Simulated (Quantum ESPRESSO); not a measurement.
Runs of Quantum ESPRESSO 7.5 on Bi. The structure is monoclinic, space group P2/m (No. 10). The conventional cell has a = 3.238 Å, b = 3.222 Å, c = 6.444 Å, α = 90.00°, β = 90.72°, γ = 90.00°. Bi (site symmetry m) has 6 Bi at 3.22 to 3.24 Å as nearest neighbours. This isn't the form of Bi at room conditions, which is rhombohedral.

| task | level | potentials or basis | spin | k mesh | SCF threshold | symmetry | mesh quality | gap on the mesh (eV) | pressure (GPa) | V0 of scaled cells (Å³/atom) | B0 (GPa) | largest force (eV/Å) |
| --- | --- | --- | --- | --- | --- | --- | --- | --- | --- | --- | --- | --- |
| band structure | PBEsol | PseudoDojo 0.4.1 SR PBEsol standard | off | 8 × 8 × 4 | 4e-10 Ry | - | not flagged | none | -0.5 | - | - | 0.01 |
| equation of state | r2SCAN | SG15 PBE 1.2 | off | 4 × 4 × 2 | 1e-08 Ry | off | coarse | - | - | 34.50 | 45 | - |
| equation of state | PBEsol | PseudoDojo 0.4.1 SR PBEsol standard | off | 8 × 8 × 4 | 4e-10 Ry | - | not flagged | - | - | 33.36 | (b) | - |
| band structure | PBEsol | PseudoDojo 0.4 FR PBEsol standard | SOC, no magnetisation | 8 × 8 × 4 | 4e-10 Ry | - | not flagged | none | (a) | - | - | 0.01 |

Alike in all rows: cell as given; cutoff (eV) 898; smearing fermi-dirac 0.05 eV.

Problem. Fill in the values left out.

Solution. (a) 0.8; (b) 54.

Caveats: some runs use coarse meshes; spin-orbit coupling is left out, which moves the levels of the heavy elements (some runs); the cell was scaled at fixed shape and fractional positions, which overstates the stiffness of a crystal with free parameters, most of all of layers and chains (some runs); the potentials were made for another functional, which shifts forces and pressure (some runs).

A k mesh can miss the band edges, and rows without SOC leave out spin-orbit coupling on Bi.

A gap of «none» marks a metal or a gap under the smearing width.
